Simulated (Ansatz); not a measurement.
GaSb: strain energy, fitted

GaSb, F-43m, a = 6.215 Å. Ansatz: PBE, PAW, 420 eV, Γ-centred 12×12×8 mesh on 4 atoms, Gaussian smearing 0.10 eV; no spin polarisation. Series: strain along c alone, the other axes held, atoms fixed by symmetry; x is the strain in per cent. The axes a, b, c are those of the computed cell (4.395, 4.395, 6.215 Å), along [1 1 0], [-1 1 0], [0 0 1] of the cell named above. y is the free energy over the unstrained cell, V0 = 30.015 Å³/atom.

| x (%) | y (meV/atom) |
| --- | --- |
| -6.0 | ? |
| -4.0 | 10.94 |
| -2.0 | 2.61 |
| 0.0 | 0.00 |
| 2.0 | 2.81 |
| 4.0 | 10.75 |
| 6.0 | 23.46 |

Q: Fit y = c2 x² + c3 x³ to the other rows, turn c2 into a modulus, and predict the missing energy.

A: Least squares on the rows shown. y = 0.67289 x² − 0.0031938 x³. In eV per unit strain² c2 is 6.729; this is C33 with relaxed ions (E = ½ C33 V0 ε²): 2 × 6.729 × 160.2 / (30.015) = 72 GPa. The unstrained cell keeps some stress along the strain, worth a slope of 0.08 meV/atom per %, which the form leaves out. At x = -6.0 the fit asked for gives 24.91 meV/atom. The run gave 25.29 meV/atom, so the fit is 0.38 meV/atom too low, 1.5 % of the span of the series, against an rms of 0.12 meV/atom on the fitted rows. The row lies outside the fitted range. With a term in x⁴ added, a fit to the same known rows predicts 24.07 meV/atom, further off still.